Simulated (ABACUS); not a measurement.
# Pd (Fm-3m) in ABACUS: further runs, part 3 of 3

ABACUS 3.10.1. Earlier steps stand in the parts before.

## 4. Single point, BLYP

Input file run_abacus.py:

```python
"""ABACUS run from a structure file: ASE reads it, the script writes STRU, KPT and INPUT."""
import re
import subprocess
from ase.io import read
from ase.units import Bohr

atoms = read("POSCAR")
atoms = atoms[(-atoms.numbers).argsort(kind="stable")]  # ABACUS lists atoms element by element
pseudo = {'Pd': 'Pd.upf'}
orbital = {}
magmoms = None
kmesh = [10, 10, 10]
params = {
    'suffix': 'Pd',
    'calculation': 'scf',
    'basis_type': 'pw',
    'pseudo_dir': './',
    'symmetry': 1,
    'dft_functional': 'GGA_X_B88+GGA_C_LYP',
    'ecutwfc': 82,
    'pseudo_rcut': 10,
    'nspin': 1,
    'nbands': 19,
    'ks_solver': 'dav',
    'smearing_method': 'fd',
    'smearing_sigma': 0.00367493,
    'scf_thr': 1e-08,
    'scf_nmax': 100,
    'mixing_type': 'broyden',
    'mixing_beta': 0.7,
    'cal_force': 1,
    'cal_stress': 1,
    'out_chg': 1,
    'kpar': 4,
}

symbols = atoms.get_chemical_symbols()
elements = list(dict.fromkeys(symbols))
lines = ["ATOMIC_SPECIES"] + [f"{e} {atoms.get_masses()[symbols.index(e)]:.4f} {pseudo[e]}" for e in elements]
if orbital:
    lines += ["", "NUMERICAL_ORBITAL"] + [orbital[e] for e in elements]
lines += ["", "LATTICE_CONSTANT", f"{1 / Bohr:.10f}", "", "LATTICE_VECTORS"]
lines += [" ".join(f"{x:.10f}" for x in v) for v in atoms.cell]
lines += ["", "ATOMIC_POSITIONS", "Direct"]
for e in elements:
    lines += ["", e, "0.0", str(symbols.count(e))]
    for i, p in enumerate(atoms.get_scaled_positions(wrap=False)):
        if symbols[i] == e:
            mag = "" if magmoms is None else " mag " + " ".join(str(x) for x in (magmoms[i] if isinstance(magmoms[i], list) else [magmoms[i]]))
            lines.append(" ".join(f"{x:.10f}" for x in p) + " 1 1 1" + mag)
open("STRU", "w").write("\n".join(lines) + "\n")
open("KPT", "w").write("K_POINTS\n0\nGamma\n%d %d %d 0 0 0\n" % tuple(kmesh))
open("INPUT", "w").write("INPUT_PARAMETERS\n" + "".join(f"{k:<20s}{v}\n" for k, v in params.items()))

done = subprocess.run(['mpirun', '-np', '4', 'abacus'])
if done.returncode:
    raise SystemExit(done.returncode)
log = open("OUT.Pd/running_scf.log").read()
print("final energy (eV):", re.findall(r"FINAL_ETOT_IS (\S+)", log))
```

Input file POSCAR:

```
Pd
1.0
    0.0000000000      1.9465000000      1.9465000000
    1.9465000000      0.0000000000      1.9465000000
    1.9465000000      1.9465000000      0.0000000000
Pd
1
Direct
    0.0000000000      0.0000000000      0.0000000000
```

Potentials or basis: Ansatz NC PBE, plane waves.

On the command line:

```
> OMP_NUM_THREADS=1 python run_abacus.py > log
```

running log:

```text
[... set-up lines left out ...]
 PW ALGORITHM --------------- ION=   1  ELEC=   1--------------------------------

 Density error is 0.224264133683
                          Error Threshold = 0.01
----------------------------------------------------------
     Energy           Rydberg                 eV
----------------------------------------------------------
 E_KohnSham     -270.5704172733      -3681.2993851551
 E_Harris       -276.2588603525      -3758.6946237802
 E_Fermi        1.6239598285         22.0951069907
----------------------------------------------------------

 PW ALGORITHM --------------- ION=   1  ELEC=   2--------------------------------

 Density error is 0.124739478992
                          Error Threshold = 0.0012459118538
----------------------------------------------------------
     Energy           Rydberg                 eV
----------------------------------------------------------
 E_KohnSham     -270.6304745363      -3682.1165061373
 E_Harris       -266.5219804354      -3626.2175761666
 E_Fermi        1.4078313831         19.1545286338
----------------------------------------------------------

 PW ALGORITHM --------------- ION=   1  ELEC=   3--------------------------------

 Density error is 0.000673217437261
                          Error Threshold = 0.000692997105512
----------------------------------------------------------
     Energy           Rydberg                 eV
----------------------------------------------------------
 E_KohnSham     -270.6571161408      -3682.4789837631
 E_Harris       -270.8970421910      -3685.7433451438
 E_Fermi        1.5013475345         20.4268811471
----------------------------------------------------------

 PW ALGORITHM --------------- ION=   1  ELEC=   4--------------------------------

 Density error is 1.8086244979e-05
                          Error Threshold = 3.74009687367e-06
----------------------------------------------------------
     Energy           Rydberg                 eV
----------------------------------------------------------
 E_KohnSham     -270.6573969743      -3682.4828046991
 E_Harris       -270.6744318887      -3682.7145765988
 E_Fermi        1.4946208026         20.3353592650
----------------------------------------------------------

 PW ALGORITHM --------------- ION=   1  ELEC=   5--------------------------------

 Density error is 1.71639688706e-05
                          Error Threshold = 1.00479138772e-07
----------------------------------------------------------
     Energy           Rydberg                 eV
----------------------------------------------------------
 E_KohnSham     -270.6573877987      -3682.4826798576
 E_Harris       -270.6743139380      -3682.7129717977
 E_Fermi        1.4946172310         20.3353106703
----------------------------------------------------------

 PW ALGORITHM --------------- ION=   1  ELEC=   6--------------------------------

 Density error is 2.03336012016e-06
                          Error Threshold = 9.53553826146e-08
----------------------------------------------------------
     Energy           Rydberg                 eV
----------------------------------------------------------
 E_KohnSham     -270.6573910380      -3682.4827239306
 E_Harris       -270.6411386694      -3682.2615991115
 E_Fermi        1.4940642753         20.3277873230
----------------------------------------------------------

 PW ALGORITHM --------------- ION=   1  ELEC=   7--------------------------------

 Density error is 4.67928160269e-07
                          Error Threshold = 1.1296445112e-08
----------------------------------------------------------
     Energy           Rydberg                 eV
----------------------------------------------------------
 E_KohnSham     -270.6573910065      -3682.4827235018
 E_Harris       -270.6498724074      -3682.3804277139
 E_Fermi        1.4942557454         20.3303924069
----------------------------------------------------------

 PW ALGORITHM --------------- ION=   1  ELEC=   8--------------------------------

 Density error is 8.87625180102e-09
                          Error Threshold = 2.59960089038e-09
----------------------------------------------------------
     Energy           Rydberg                 eV
----------------------------------------------------------
 E_KohnSham     -270.6573910688      -3682.4827243505
 E_KS(sigma->0) -270.6568467220      -3682.4753181320
 E_Harris       -270.6563523739      -3682.4685921815
 E_band         -9.3005317787        -126.5402266198
 E_one_elec     -78.4132563387       -1066.8670849415
 E_Hartree      51.8083689556        704.8890218824
 E_xc           -42.1273806915       -573.1724192194
 E_Ewald        -201.9240343006      -2747.3174296350
 E_entropy(-TS) -0.0010886936        -0.0148124370
 E_descf        0.0000000000         0.0000000000
 E_exx          0.0000000000         0.0000000000
 E_Fermi        1.4943947147         20.3322831815
----------------------------------------------------------

 charge density convergence is achieved
 final etot is -3682.4827244 eV
 EFERMI = 20.332283181 eV

 STATE ENERGY(eV) AND OCCUPATIONS    NSPIN == 1
 1/12 kpoint (Cartesian) = 0.0000 0.0000 0.0000 (1243 pws)
       1       -63.7355     0.00200000
       2       -29.2370     0.00200000
       3       -29.2370     0.00200000
       4       -29.2370     0.00200000
       5        13.3216     0.00200000
       6        17.4725     0.00200000
       7        17.4725     0.00200000
       8        17.4725     0.00200000
       9        19.0712     0.00200000
      10        19.0712     0.00200000
      11        37.6590        0.00000
      12        42.2016        0.00000
      13        42.2016        0.00000
      14        42.2016        0.00000
      15        48.2271        0.00000
      16        50.8623        0.00000
      17        50.8623        0.00000
      18        50.8623        0.00000
      19        55.5755        0.00000

 2/12 kpoint (Cartesian) = 0.025687 0.025687 0.025687 (1249 pws)
       1       -63.7303      0.0160000
       2       -29.2773      0.0160000
       3       -29.2427      0.0160000
       4       -29.2427      0.0160000
       5        13.6799      0.0160000
       6        17.3595      0.0160000
       7        17.5910      0.0160000
       8        17.5910      0.0160000
       9        19.0209      0.0160000
      10        19.0209      0.0160000
      11        37.9994        0.00000
      12        40.3867        0.00000
      13        42.6174        0.00000
      14        42.6174        0.00000
      15        48.2759        0.00000
      16        49.8581        0.00000
      17        49.8581        0.00000
      18        51.0188        0.00000
      19        55.1404        0.00000

 3/12 kpoint (Cartesian) = 0.051374 0.051374 0.051374 (1266 pws)
       1       -63.7166      0.0160000
       2       -29.3822      0.0160000
       3       -29.2577      0.0160000
       4       -29.2577      0.0160000
       5        14.5704      0.0160000
       6        17.2711      0.0160000
       7        17.7706      0.0160000
       8        17.7706      0.0160000
       9        19.0591      0.0160000
      10        19.0591      0.0160000
      11        36.7595        0.00000
      12        38.8935        0.00000
      13        43.6117        0.00000
      14        43.6117        0.00000
      15        46.2641        0.00000
      16        47.5079        0.00000
      17        47.5079        0.00000
      18        55.0222        0.00000
      19        55.0222        0.00000

 4/12 kpoint (Cartesian) = 0.077061 0.077061 0.077061 (1254 pws)
       1       -63.6996      0.0160000
       2       -29.5104      0.0160000
       3       -29.2762      0.0160000
       4       -29.2762      0.0160000
       5        15.1659      0.0160000
       6        17.6905      0.0160000
       7        17.6905      0.0160000
       8        18.1318      0.0160000
       9        19.4941      0.0160000
      10        19.4941      0.0160000
      11        33.1404        0.00000
      12        38.3309        0.00000
      13        43.5452        0.00000
      14        43.5452        0.00000
      15        46.4033        0.00000
      16        46.4033        0.00000
      17        46.9578        0.00000
      18        55.5067        0.00000
      19        55.5067        0.00000

 5/12 kpoint (Cartesian) = 0.10275 0.10275 0.10275 (1251 pws)
       1       -63.6859      0.0160000
       2       -29.6130      0.0160000
       3       -29.2911      0.0160000
       4       -29.2911      0.0160000
       5        15.1317      0.0160000
       6        17.5040      0.0160000
       7        17.5040      0.0160000
       8        20.0491      0.0159447
       9        20.0491      0.0159447
      10        20.1613      0.0154927
      11        29.5740    8.53477e-83
      12        37.4449        0.00000
      13        41.9516        0.00000
      14        41.9516        0.00000
      15        47.3286        0.00000
      16        47.3286        0.00000
      17        49.5933        0.00000
      18        56.3318        0.00000
      19        56.3318        0.00000

 6/12 kpoint (Cartesian) = 0.12844 0.12844 0.12844 (1224 pws)
       1       -63.6806     0.00800000
       2       -29.6519     0.00800000
       3       -29.2968     0.00800000
       4       -29.2968     0.00800000
       5        15.0626     0.00800000
       6        17.4227     0.00800000
       7        17.4227     0.00800000
       8        20.2940     0.00546205
       9        20.2940     0.00546205
      10        21.5862    1.02781e-13
      11        27.6513    2.14172e-66
      12        37.0915        0.00000
      13        41.2673        0.00000
      14        41.2673        0.00000
      15        47.7980        0.00000
      16        47.7980        0.00000
      17        51.4467        0.00000
      18        56.8318        0.00000
      19        56.8318        0.00000

[... levels at 6 further k points ...]

------------------------------------------------------------------------------------------
 TOTAL-FORCE (eV/Angstrom)
------------------------------------------------------------------------------------------
                       Pd1         0.0000000000         0.0000000000         0.0000000000
------------------------------------------------------------------------------------------

----------------------------------------------------------------
 TOTAL-STRESS (KBAR)
----------------------------------------------------------------
       181.9094554253        -0.0000000000        -0.0000000000
        -0.0000000000       181.9094554253         0.0000000000
        -0.0000000000         0.0000000000       181.9094554253
----------------------------------------------------------------
 TOTAL-PRESSURE: 181.909455 KBAR

 --------------------------------------------
 !FINAL_ETOT_IS -3682.4827243505451406 eV
 --------------------------------------------
```

It took 9.1 s on 4 MPI ranks of Intel Xeon Platinum 8259CL at 2.50GHz (Skylake/Cascade Lake), shared host; peak memory 0.36 GiB.

What came out:

* Free energy: -3682.4827 eV
* Pressure: 18.2 GPa
* Band gap on the k mesh: none (metal or under the smearing width)

Levels at points of the mesh, in eV from the Fermi level:
```
           k point  band 5  band 6  band 7  band 8  band 9  band 10  band 11  band 12  band 13  band 14
(0.00, 0.00, 0.00)   -7.01   -2.86   -2.86   -2.86   -1.26    -1.26    17.33    21.87    21.87    21.87
(0.50, 0.50, 0.50)   -5.27   -2.91   -2.91   -0.04   -0.04     1.25     7.32    16.76    20.94    20.94
(0.50, 0.50, 0.00)   -5.36   -5.10   -0.08    0.29    0.29     3.53    10.81    13.25    13.25    21.82
```

Caveat: so large a pressure means that the cell lies far from this level's equilibrium, or that cutoff or potentials fall short; the potentials were made for another functional, which shifts forces and pressure.

## 5. Summary

```tsv
level	potentials or basis	k mesh	cutoff (eV)	SCF threshold on the density	eigensolver	orbital files	gap on the mesh (eV)	pressure (GPa)
TASK	SG15 ONCV 1.2 PBE, plane waves	8 × 8 × 8	1293	1e-08	dav	-	none	505.1
SCAN	SG15 ONCV 1.2 PBE, DZP LCAO (the cutoffs set its grid)	9 × 9 × 9	1361	1e-07	genelpa	Pd Pd_confined-atom_7au_2s2p2d1f.orb	none	-10.6
BLYP	Ansatz NC PBE, plane waves	10 × 10 × 10	1116	1e-08	dav	-	none	18.2
```

Alike in all rows: task single point; no spin polarisation; cell as given; smearing fermi-dirac 0.05 eV.

Caveats: the potentials were made for another functional, which shifts forces and pressure; a pressure of tens of GPa on the cell as given is suspect, and the run, the potentials or the cell itself is likely at fault (some runs); the atomic orbitals were generated for these runs and aren't a published set (some runs); the basis of atomic orbitals isn't converged, which shifts pressures, moduli and gaps (some runs); so large a pressure means that the cell lies far from this level's equilibrium, or that cutoff or potentials fall short (some runs).

Total energies depend on the potentials used, so only differences within one code and one set of settings carry meaning.
